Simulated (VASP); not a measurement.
Wanted: the native input for a VASP 6.6.1 run.

```
Task                   : relaxation of the atoms
Functional             : r2SCAN
Potentials or basis    : VASP PAW PBE potentials, release 64 (Bi_d)
Cutoff                 : 600 eV
k mesh                 : 14 × 14 × 14
Occupations            : methfessel-paxton, width 0.1 eV
Spin                   : no spin polarisation
Further INCAR settings : ALGO = Normal; EDIFF = 1e-07; IBRION = 2; EDIFFG = -0.01; NSW = 40
```

The structure of Bi lies in POSCAR:

```
Bi                                      
1.0
   -2.0196021312      2.0196021312      2.0196021312
    2.0196021312     -2.0196021312      2.0196021312
    2.0196021312      2.0196021312     -2.0196021312
  Bi            
     1
Direct
     0.0000000000000000    0.0000000000000000    0.0000000000000000
```

This isn't the form of Bi at room conditions, which is rhombohedral.

The cell isn't the ideal one: a relaxed cell with its volume scaled by 1.06.

The input as run:

INCAR

```
ALGO = Normal
EDIFF = 1E-7
EDIFFG = -0.01
ENCUT = 600
IBRION = 2
ISIF = 2
ISMEAR = 1
LASPH = T
LCHARG = F
LMIXTAU = T
LREAL = F
LWAVE = F
METAGGA = R2SCAN
NELM = 80
NSW = 40
PREC = Accurate
SIGMA = 0.1
```

KPOINTS

```
k-points
0
Gamma
  14 14 14
```

Potentials or basis: VASP PAW PBE potentials, release 64 (Bi_d).

Run with:

```bash
$ cat potpaw_PBE.64/Bi_d/POTCAR > POTCAR
$ mpirun -np 1 vasp_std > vasp.out
```

Results of the run:

```
Pressure after relaxing : -2.8 GPa
Band gap on the k mesh  : none (metal or under the smearing width)
```

Caveat: the relaxation stopped at its first step, so nothing moved; the PAW data sets were made with another functional, which shifts forces and pressure a little; spin-orbit coupling is left out, which moves the levels of the heavy elements.

Run time: 88 s on 1 thread of Intel(R) Xeon(R) 6975P-C (Granite Rapids), on a shared host, peak memory 0.19 GiB.
